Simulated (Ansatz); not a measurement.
**CoO: changing the starting magnetic order**

Space group R-3m:H (No. 166). a = 3.011 Å, b = 3.011 Å, c = 7.320 Å, α = 90.00°, β = 90.00°, γ = 120.00°
```tsv
atom	site	symmetry	x	y	z
Co	3a	-3m	0.0000	0.0000	0.0000
O	3b	-3m	0.3333	0.6667	0.1667
```

The cell is a database's computed one, not the measured one.

Kept alike: task single point; functional PBEsol; k mesh 11 × 11 × 11; occupations fermi-dirac, width 0.05 eV. Program: Ansatz, Ansatz PAW, cutoff 420 eV. The mesh is that of the run's cell of 2 atoms. No spin-orbit coupling.

```csv
starting magnetic order,largest site moment (μB),moment of the cell (μB),free energy over the lowest row (meV/atom)
"ferromagnetic start, larger moments",2.49,2.94,0.00
fm,2.49,2.94,0.00
random,2.49,2.94,0.00
spin off,0.00,0.00,241.76
```

For a metal such a mesh leaves the last digits unconverged. The runs hold the magnetic state that their start led to, which needn't be the lowest. The row without spin has no moments by construction. Site moments count inside each atom's sphere or projector. All rows use potentials made for PBE.

Q: What does the starting magnetic order change here?

A: The largest site moment runs from 0.00 (spin off) to 2.49 μB (ferromagnetic start, larger moments; fm; random). The moment of the cell runs from 0.00 (spin off) to 2.94 μB (ferromagnetic start, larger moments; fm; random). The free energy is lowest at ferromagnetic start, larger moments; fm; random, and 241.76 meV an atom higher at spin off. Starts that end at one energy have found one state: ferromagnetic start, larger moments; fm; random.

Spin polarisation lowers the energy of CoO by 241.76 meV/atom, and all three polarised starts reach the same state. The cell moment of 2.94 μB is close to the spin-only value for high-spin Co²⁺, d⁷ with three unpaired electrons. Intra-atomic exchange outweighs the modest octahedral splitting from the oxide ions, so the eg levels stay occupied in the majority channel. The smaller site moment, 2.49 μB, probably reflects Co–O covalency, which spreads parallel spin density onto oxygen and beyond the Co sphere.

The energy difference therefore measures the formation of local moments, not the coupling between them, and the spin-off state is no model of the paramagnetic phase, where disordered moments survive. CoO is known to order antiferromagnetically at low temperature, with oxygen-mediated superexchange coupling the Co sites. With only one Co in the repeated cell, every start is confined to parallel Co moments, so the agreement between them is no evidence for a ferromagnetic ground state.
